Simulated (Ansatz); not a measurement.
BeO:
```
BeO
1.0
    2.69043     0.00000     0.00000
   -1.34522     2.32998     0.00000
    0.00000     0.00000     4.36993
Be O
2 2
Direct
  0.66667   0.33333   0.00013
  0.33333   0.66667   0.50013
  0.66667   0.33333   0.37787
  0.33333   0.66667   0.87787
```

Relaxed with r²SCAN.

Task: Map the valence electron density (e/Å³), cut off at 1 on the plane through (0.667, 0.333, 0.000) spanned by u = [0, 0, 1] and v = [1, -1, 0] in lattice vectors, from plane-wave PAW r²SCAN (Ansatz code).

Result: x is the fraction of u, y of v (the angle between them is 90°; rows are the nearest grid lines); atoms in the plane: Be at (0.00, 0.00), Be at (0.50, 0.67), O at (0.38, 0.00), O at (0.88, 0.67).
```
|  .=%@@@@@@@@-.    .   |
|  .-#@@@@@@@@-.   ...  |
|...:+@@@@@@@*:.  ..:::.|
|-:.:-+@@@@@@=:...:=+++-|
|*-:..:=*%@#+-..:-+%@@@*|
|@+:...:-===-:.:-*@@@@@@|
|@#-.  ..::....-+@@@@@@@|
|@@-.   ...   .=#@@@@@@@|
|@@-.    .    .=%@@@@@@@|
|@%-.   ...   .-*@@@@@@@|
|@+:.   .......:=%@@@@@@|
|*-.    ........:=*@@@@*|
|:.      ....   ..:=++=:|
|.        .       ......|
|                       |
|                       |
|                       |
|        ..             |
|      .::::..      ... |
|.   .:-+##+-:.    .....|
|....:+@@@@@#-.    .....|
|...:+@@@@@@@*:.   .....|
|  .-#@@@@@@@@-.   ...  |
|  .=%@@@@@@@@-.    .   |
```
Scale: ten equal steps from 0.045 (start of ' ') to 1.00 (end of '@'), in the order ' .:-=+*#%@'; x runs from 0.000 to 1.00, y from 0.000 (bottom) to 1.00 (top).

The density is the valence pseudo-density with augmentation charge, so density and ELF within about 1 Å of a nucleus are not all-electron values.

Space group P6_3mc (wurtzite). The cell was relaxed with r²SCAN under the symmetry of its start; phonons on a q-mesh show no instability.

Potentials: the later of the program's two PAW sets.
